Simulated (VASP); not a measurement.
A run of VASP 6.6.1 is set up as follows.

POSCAR

```
ZnSe
1.0
    0.0000000000      2.8338000000      2.8338000000
    2.8338000000      0.0000000000      2.8338000000
    2.8338000000      2.8338000000      0.0000000000
Zn Se
1 1
Direct
    0.0000000000      0.0000000000      0.0000000000
    0.2500000000      0.2500000000      0.2500000000
```

Contents of INCAR.step1:

```
ALGO = Normal
EDIFF = 1E-5
ENCUT = 520
GGA = PE
ISIF = 2
ISMEAR = -1
KPAR = 4
LASPH = True
LCHARG = False
LREAL = False
LWAVE = True
NELM = 100
PREC = Accurate
SIGMA = 0.02
```

The input INCAR.step2:

```
ALGO = Normal
EDIFF = 1E-7
ENCUT = 520
GGA = PE
HFSCREEN = 0.2
ISIF = 2
ISMEAR = -1
ISTART = 1
KPAR = 4
LASPH = True
LCHARG = False
LHFCALC = True
LREAL = False
LWAVE = False
NELM = 100
PREC = Accurate
PRECFOCK = Normal
SIGMA = 0.02
```

The input KPOINTS:

```
k-points
0
Gamma
  5 5 5
```

Potentials or basis: VASP PAW PBE potentials, release 64 (Zn, Se).

Launch:

```console
$ cat potpaw_PBE.64/Zn/POTCAR potpaw_PBE.64/Se/POTCAR > POTCAR
$ cp INCAR.step1 INCAR
$ mpirun -np 4 vasp_std > vasp.out
$ cp INCAR.step2 INCAR
$ mpirun -np 4 vasp_std > vasp.out
```

(1) Estimate the pressure.

(2) What does it give for the band gap on the k mesh?

Results:

(1) 1.2 GPa.

(2) 2.43 eV, direct.

Caveat: the PAW data sets were made with another functional, which shifts forces and pressure a little.

**The experiment to reproduce.**

From “Alloy Disordering Effects on the Thermal Conductivity and Energy Gap Temperature Dependence of Cd1−xZnxSe Ternary Crystals Grown by the Bridgman Method”, 2023, pmc:10253836, for a bulk crystal of ZnSe at 300 K: band gap 2.695 ± 0.003 eV (an exciton energy, a little under the gap).

A measured gap of ZnSe is 2.695 eV (an exciton energy, a little under the gap; 300 K; “Alloy Disordering Effects on the Thermal Conductivity and Energy Gap Temperature Dependence of Cd1−xZnxSe Ternary Crystals Grown by the Bridgman Method”, 2023, pmc:10253836); the calculated 2.43 eV misses it by -0.27 eV. Spin-orbit coupling on Se is left out. The value is that of HSE06, without temperature or zero-point motion.
